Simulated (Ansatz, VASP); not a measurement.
## SiSe2 in VASP and in Ansatz

```
Si Se
1.0
    -2.92736    4.74897    2.91900
     2.92736   -4.74897    2.91900
     2.92736    4.74897   -2.91900
Si Se
2 4
Direct
  0.75000 0.75000 0.00000
  0.25000 0.25000 0.00000
  0.12625 0.22272 0.34897
  0.87375 0.77728 0.65103
  0.62625 0.27728 0.90354
  0.37375 0.72272 0.09646
```

Alike in both runs: functional PBE; dispersion D3(BJ); k mesh 8 × 8 × 8; occupations gaussian, width 0.02 eV; no spin polarisation.

Ansatz relaxed the structure, and its values are those at the end. VASP's run is a single point on that final structure, the one shown.

|  | VASP | Ansatz |
| --- | --- | --- |
| version | VASP 6.6.1 | Ansatz 0.2.0 |
| potentials or method | VASP PAW PBE potentials, release 64 (Si, Se) | scalar-relativistic, plane waves, PAW |
| plane-wave cutoff (eV) | 520 | 420 |
| valence electrons in the cell | 32 | 72 |

```tsv
	VASP	Ansatz	Ansatz less VASP
gap on the k mesh at the Fermi level (eV)	1.51	1.50	-0.003
least direct gap on the mesh (eV)	1.77	1.77	-0.003
pressure (GPa)	0.1	0.0	-0.11
rms of the force components (eV/Å)	0.013	0.001	-0.0123
```

The functional is the same, so the differences come from potentials, cutoffs and numerics. The two sets of potentials don't hold the same shells in valence.

A k mesh can miss the band edges. A hybrid or GW would open this gap; PBE tends to underestimate it.
